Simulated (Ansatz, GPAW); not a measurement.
## ScAl: 3 runs at one level of theory

```xyz
2
Lattice="3.3703 0.0000 0.0000 0.0000 3.3703 0.0000 0.0000 0.0000 3.3703" Properties=species:S:1:pos:R:3 pbc="T T T"
Sc    1.6852    1.6852    1.6852
Al    0.0000    0.0000    0.0000
```

The cell comes from a database or a generator and needn't be the stable form of this composition.

Alike in all runs: task single point; functional PBEsol; k mesh 8 × 8 × 8; occupations gaussian, width 0.02 eV; no spin polarisation; no spin-orbit coupling. Pressure is positive in compression and, in plane waves, holds the error of the finite cutoff, which Ansatz's Pulay term estimates and takes out.

```
                           program and potentials  plane-wave cutoff (eV)                                                                                   notes  band gap (eV)  pressure (GPa)
                               Ansatz, Ansatz PAW                     420  potentials made for PBE, which Ansatz adapts in part; Pulay term of +0.03 GPa included         no gap           -1.87
   Ansatz, all-electron LAPW, scalar-relativistic                       -                                                                                       -         no gap           -1.88
GPAW, PAW data sets generated for this functional                     600                                                                                       -         no gap           -1.82
```

None finds a gap. The pressure spans -1.88 (Ansatz, all-electron LAPW, scalar-relativistic) to -1.82 GPa (GPAW, PAW data sets generated for this functional), with all-electron results at -1.88.

The functional is the same throughout but for its coding, so the spread measures potentials, basis and numerics; runs on potential files found faulty are left out.
